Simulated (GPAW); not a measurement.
Runs of GPAW 26.7.0 on BP. It takes space group F-43m (No. 216, cubic). The conventional cell has a = 4.538 Å, b = 4.538 Å, c = 4.538 Å, α = 90.00°, β = 90.00°, γ = 90.00°. Around P (site symmetry -43m) lie 4 B at 1.97 Å. B (site symmetry -43m) has 4 P at 1.97 Å as nearest neighbours. 

| task | level | potentials or basis | cell | k mesh | cutoff (eV) | smearing | maxiter | convergence | response ecut | response k mesh | response bands | gap on the mesh (eV) | pressure (GPa) |
| --- | --- | --- | --- | --- | --- | --- | --- | --- | --- | --- | --- | --- | --- |
| single point | PBE | GPAW PAW data sets (gpaw-data 1.2.1), pw | as given | 8 × 8 × 8 | 600 | fermi-dirac 0.05 eV | 120 | default | - | - | - | 1.27 | (a) |
| single point | PBEsol | PAW data sets generated in the run's folder for this functional, pw | atoms moved at random, drawn with an rms of 0.05 Å | 10 × 10 × 10 | 800 | fermi-dirac 0.05 eV | 150 | - | - | - | - | 0.79 | -1.6 |
| single point | PBEsol | PAW data sets generated in the run's folder for this functional, pw | as given | 10 × 10 × 10 | 800 | fermi-dirac 0.05 eV | 150 | - | - | - | - | 1.14 | -1.7 |
| dielectric tensor | PBE | GPAW PAW data sets (gpaw-data 1.2.1), pw | as given | 8 × 8 × 8 | 600 | fermi-dirac 0.001 eV | 150 | - | 80 eV | 25 × 25 × 25 | 24 | 1.27 | - |

Alike in all rows: no spin polarisation.

**Question.** Estimate the missing entries.

**Answer.** (a) 1.4.

Caveats: the cutoff is short for stress and forces, so pressures can be off by a GPa or more (some runs); the long-wavelength limit can be off by a per cent or two (some runs); an odd mesh through Γ misses points on the zone boundary, where band edges often lie (some runs).
